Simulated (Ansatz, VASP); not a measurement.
**Ti in VASP and in Ansatz**

INCAR

```
SYSTEM = Ti
PREC = Accurate ; ENCUT = 520
EDIFF = 1E-6 ; ISMEAR = -1
SIGMA = 0.05 ; LREAL = .FALSE.
LASPH = .TRUE. ; NELM = 80
ALGO = Fast ; ISIF = 2
LWAVE = .FALSE. ; LCHARG = .FALSE.
GGA = CA ; NBANDS = 12
```

Contents of KPOINTS:

```
regular mesh
0
G
  11 11 11
  0 0 0
```

Contents of POSCAR:

```
Ti
1.0
    0.0000000000      1.9885598007      1.9885598007
    1.9885598007      0.0000000000      1.9885598007
    1.9885598007      1.9885598007      0.0000000000
Ti
1
Direct
    0.0000000000      0.0000000000      0.0000000000
```

Contents of input.yaml:

```yaml
crystal:
  lattice:
    - [0.0, 1.9885598007, 1.9885598007]
    - [1.9885598007, 0.0, 1.9885598007]
    - [1.9885598007, 1.9885598007, 0.0]
  atoms:
    - { symbol: Ti, position: [0.0, 0.0, 0.0] }
kpoints:
  mp_grid: { grid: [11, 11, 11] }
scf:
  occupations: { method: fermi_dirac, width: 0.05 }
hamiltonian:
  xc: lda
  pseudopotentials: { kind: all_electron, lapw: { basis_error: 0.001 } }
output:
  forces: true
  stress: true
  eigenvalues: true
```

Change from the starting cell: volume scaled by 0.94.

Alike in both runs: task single point; functional LDA; k mesh 11 × 11 × 11; occupations fermi-dirac, width 0.05 eV; no spin polarisation.

|  | VASP | Ansatz |
| --- | --- | --- |
| version | VASP 6.6.1 | Ansatz 0.2.0 |
| potentials or method | VASP PAW LDA potentials, release 64 (Ti_sv) | all-electron LAPW, scalar-relativistic |
| plane-wave cutoff (eV) | 520 | see its input |

Ansatz gave:

| Item | Value |
| --- | --- |
| gap on the k mesh at the Fermi level (eV) | none |
| pressure (GPa) | 2.1 |

Q: Estimate VASP's values.

A: gap on the k mesh at the Fermi level (eV): none; pressure (GPa): 1.9.

A gap of «none» marks a metal or a gap that the smearing closes. Ansatz ran all-electron here, so the differences hold the error of VASP's frozen core and of both bases.
